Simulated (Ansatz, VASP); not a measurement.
## TiO: VASP beside Ansatz

```xyz
4
Lattice="2.8516 0.0000 0.0000 -1.4258 2.4696 0.0000 0.0000 0.0000 5.5675" Properties=species:S:1:pos:R:3 pbc="T T T"
Ti    0.0000    1.6464    1.3919
Ti    1.4258    0.8232    4.1756
O     0.0000    0.0000    0.0000
O     0.0000    0.0000    2.7838
```

Alike in both runs: task single point; functional r2SCAN; k mesh 3 × 3 × 1; occupations gaussian, width 0.1 eV; no spin polarisation.

|  | VASP | Ansatz |
| --- | --- | --- |
| version | VASP 6.6.1 | Ansatz 0.2.0 |
| potentials or method | VASP PAW PBE potentials, release 64 (Ti_sv, O) | scalar-relativistic, plane waves, PAW |
| plane-wave cutoff (eV) | 520 | 500 |
| valence electrons in the cell | 36 | 36 |

|  | VASP | Ansatz | Ansatz less VASP |
| --- | --- | --- | --- |
| gap on the k mesh at the Fermi level (eV) | none | none | - |
| pressure (GPa) | -1.3 | -3.0 | -1.70 |
| largest component of the traceless stress (GPa) | 7.38 | 7.11 | -0.274 |

A gap of «none» marks a metal or a gap that the smearing closes.

Caveats: the k mesh is coarse (spacing up to 1.13 Å⁻¹), so the values aren't converged; the PAW data sets were made with another functional, which shifts forces and pressure a little (VASP); semilocal functionals often make such compounds metallic where correlation or magnetic order opens a gap, which also shifts bond lengths.
